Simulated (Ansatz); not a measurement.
Base system: TlCl in the CsCl type structure (space group Pm-3m, No. 221).

```
TlCl
1.0
    3.76921     0.00000     0.00000
    0.00000     3.76921     0.00000
    0.00000     0.00000     3.76921
Tl Cl
1 1
Cartesian
  0.00000   0.00000   0.00000
  1.88461   1.88461   1.88461
```

Cartesian axes are those of the cell as printed.

Level of theory: DFT with PBEsol, PAW potentials and a 420 eV plane-wave cutoff in Ansatz (a first-principles code), scalar-relativistic without spin-orbit coupling.

The change: an isotropic linear strain of +2.50 %; the atoms relax in the strained cell.

Task: Predict the stress tensor and what it implies for the stiffness.

Result: Stress of the strained cell less that of the base (GPa, compression positive):
```
  -1.83    0.00    0.00
   0.00   -1.83    0.00
   0.00    0.00   -1.83
```

Then B = −ΔP/(ΔV/V₀) with ΔV/V₀ = 0.0769 gives secant stiffness values (nonlinear terms included at this strain): B ≈ 24 GPa.

As a check, the harmonic strain energy −½ V₀ Δσ:ε is 11 meV/atom; the computed energy rise is 13 meV/atom.

Whether these cells are dynamically stable was not tested.
